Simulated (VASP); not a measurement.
Wanted: the native input for a VASP 6.6.1 run.

| Quantity | Value |
| --- | --- |
| Task | single point |
| Functional | PBE |
| Potentials or basis | VASP PAW PBE potentials, release 64 (Hg_sv_GW, Se_GW) |
| Cutoff | 450 eV |
| k mesh | 4 × 4 × 4 |
| Occupations | gaussian, width 0.02 eV |
| Spin | no spin polarisation |
| Further INCAR settings | ALGO = Normal; EDIFF = 1e-07 |

The structure of HgSe lies in POSCAR:

```
HgSe
1.0
    0.0000000000      3.0390000000      3.0390000000
    3.0390000000      0.0000000000      3.0390000000
    3.0390000000      3.0390000000      0.0000000000
Hg Se
1 1
Direct
    0.0000000000      0.0000000000      0.0000000000
    0.7500000000      0.7500000000      0.7500000000
```

These files were run (other wordings do the same):

INCAR

```
PREC = Accurate
ENCUT = 450
EDIFF = 1E-7
ISMEAR = 0
SIGMA = 0.02
LREAL = F
LASPH = T
NELM = 80
ALGO = Normal
ISIF = 2
LWAVE = F
LCHARG = T
GGA = PE
LELF = T
LVHAR = T
```

KPOINTS

```
regular mesh
0
Gamma
  4 4 4
```

Potentials or basis: VASP PAW PBE potentials, release 64 (Hg_sv_GW, Se_GW).

Launch:

```bash
$ cat potpaw_PBE.64/Hg_sv_GW/POTCAR potpaw_PBE.64/Se_GW/POTCAR > POTCAR
$ mpirun -np 1 vasp_std > vasp.out
```

It gave:

```
Pressure               : 4.0 GPa
Band gap on the k mesh : none (metal or under the smearing width)
```

Caveat: the k mesh is coarse (spacing up to 0.45 Å⁻¹), so the values aren't converged.

Wall time 13 s on 1 thread of Intel(R) Xeon(R) Platinum 8488C (Sapphire Rapids), on a shared host, peak memory 0.17 GiB.
